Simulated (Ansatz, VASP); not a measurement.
**One calculation of KMgF3, two programs**

File INCAR:

```
ALGO = Normal
EDIFF = 1E-7
ENCUT = 520
GGA = PE
ISIF = 2
ISMEAR = 0
LASPH = T
LCHARG = F
LREAL = F
LWAVE = F
NBANDS = 24
NELM = 60
PREC = Accurate
SIGMA = 0.05
```

KPOINTS

```
k-points
0
Gamma
  6 6 6
```

The input POSCAR:

```
KMgF3
1.0
    3.9859000000      0.0099647500      0.0000000000
    0.0099647500      3.9859000000      0.0000000000
    0.0000000000      0.0000000000      3.9859000000
K Mg F
1 1 3
Direct
    0.5000000000      0.5000000000      0.5000000000
    0.0000000000      0.0000000000      0.0000000000
    0.5000000000      0.0000000000      0.0000000000
    0.0000000000      0.5000000000      0.0000000000
    0.0000000000      0.0000000000      0.5000000000
```

Input for Ansatz:

```yaml
crystal:
  lattice:
    - [3.9859, 0.00996475, 0.0]
    - [0.00996475, 3.9859, 0.0]
    - [0.0, 0.0, 3.9859]
  atoms:
    - { symbol: K, position: [0.5, 0.5, 0.5] }
    - { symbol: Mg, position: [0.0, 0.0, 0.0] }
    - { symbol: F, position: [0.5, 0.0, 0.0] }
    - { symbol: F, position: [0.0, 0.5, 0.0] }
    - { symbol: F, position: [0.0, 0.0, 0.5] }
basis:
  ecutwfc: 420
kpoints:
  mp_grid: { grid: [6, 6, 6] }
hamiltonian:
  xc: pbe
scf:
  occupations: { method: gaussian, width: 0.05 }
output:
  forces: true
  stress: true
  eigenvalues: true
```

Change from the starting cell: strain +0.0050 x Voigt [0, 0, 0, 0, 0, 1], atoms carried along.

Alike in both runs: task single point; functional PBE; k mesh 6 × 6 × 6; occupations gaussian, width 0.05 eV; no spin polarisation.

```csv
,VASP,Ansatz
version,VASP 6.6.1,Ansatz 0.2.0
potentials or method,"VASP PAW PBE potentials, release 64 (K_sv, Mg, F)","scalar-relativistic, plane waves, PAW"
plane-wave cutoff (eV),520,420
valence electrons in the cell,32,40
```

```csv
,VASP,Ansatz,Ansatz less VASP
gap on the k mesh at the Fermi level (eV),7.30,7.33,+0.030
least direct gap on the mesh (eV),7.62,7.65,+0.028
pressure (GPa),3.4,3.8,+0.41
largest component of the traceless stress (GPa),0.24,0.24,-0.004
```

With one functional, cell and mesh, what is left measures potentials, basis and numerics. The two sets of potentials don't hold the same shells in valence.

A k mesh can miss the band edges.
